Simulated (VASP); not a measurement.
A VASP 6.6.1 single-point calculation on SiC

INCAR

```
LCHARG = .FALSE.
IBRION = -1
LASPH = .TRUE.
GGA = CA
NSW = 0
SIGMA = 0.02
ISIF = 2
PREC = Accurate
NELM = 120
LWAVE = .FALSE.
ISMEAR = -1
EDIFF = 1E-8
ENCUT = 520
LREAL = .FALSE.
NBANDS = 11
```

KPOINTS

```
KPOINTS created by Atomic Simulation Environment
0
Gamma
10 10 10
0 0 0
```

POSCAR

```
Si C
 1.0000000000000000
     2.6201228653549338    0.0000000000000000   -0.0000000000000000
     0.0000000000000000    2.6201228653549338    0.0000000000000000
    -0.0000000000000000    0.0000000000000000    2.6201228653549338
 Si  C
   1   1
Cartesian
  0.0000000000000000 -0.0000000000000000 -0.0000000000000000
  1.3100614326774669  1.3100614326774669  1.3100614326774669
```

The recommended LDA PAW datasets give the neutral cell 8 valence electrons.

Command

```
mpirun -np 1 vasp_std
```

Problem. How does this run end, and what does it give?

Solution. It converged. Results: gap between bands v and c on the k mesh -3.58 eV (bands overlap: a metal); least direct gap on the k mesh 0.03 eV; pressure -2.5 GPa. Band v is the last that the valence electrons fill when counted band by band, and c is the next.

OSZICAR

```
N       E                     dE             d eps       ncg     rms          rms(c)
DAV:   1     0.317675455349E+01    0.31768E+01   -0.38889E+03  1320   0.619E+02
DAV:   2    -0.125707413131E+02   -0.15747E+02   -0.14946E+02  1649   0.102E+02
DAV:   3    -0.130369170684E+02   -0.46618E+00   -0.45736E+00  1496   0.132E+01
DAV:   4    -0.130381005546E+02   -0.11835E-02   -0.11834E-02  1395   0.824E-01
DAV:   5    -0.130381032055E+02   -0.26510E-05   -0.26511E-05  1469   0.367E-02    0.546E+00
DAV:   6    -0.125029307698E+02    0.53517E+00   -0.24602E+00  1303   0.650E+00    0.243E+00
DAV:   7    -0.124966167003E+02    0.63141E-02   -0.64766E-02  1421   0.174E+00    0.124E+00
DAV:   8    -0.124912338845E+02    0.53828E-02   -0.80368E-03  1349   0.501E-01    0.142E-01
DAV:   9    -0.124910728137E+02    0.16107E-03   -0.60597E-04  1444   0.136E-01    0.539E-02
DAV:  10    -0.124911038061E+02   -0.30992E-04   -0.35763E-04  1406   0.844E-02    0.442E-02
DAV:  11    -0.124910544284E+02    0.49378E-04   -0.21175E-04  1351   0.631E-02    0.792E-03
DAV:  12    -0.124910532837E+02    0.11446E-05   -0.56023E-06  1412   0.169E-02    0.409E-03
DAV:  13    -0.124910530904E+02    0.19332E-06   -0.33342E-07  1405   0.333E-03    0.165E-03
DAV:  14    -0.124910530294E+02    0.61057E-07   -0.17618E-07  1386   0.185E-03    0.343E-04
DAV:  15    -0.124910530314E+02   -0.20821E-08   -0.79132E-09   751   0.634E-04
   1 F= -.12491053E+02 E0= -.12489399E+02  d E =-.330813E-02
```

For comparison, a separate LDA run of the intended cell, on usual settings and not on those above, gives a gap of -3.58 eV on its mesh and a pressure of -2.5 GPa.
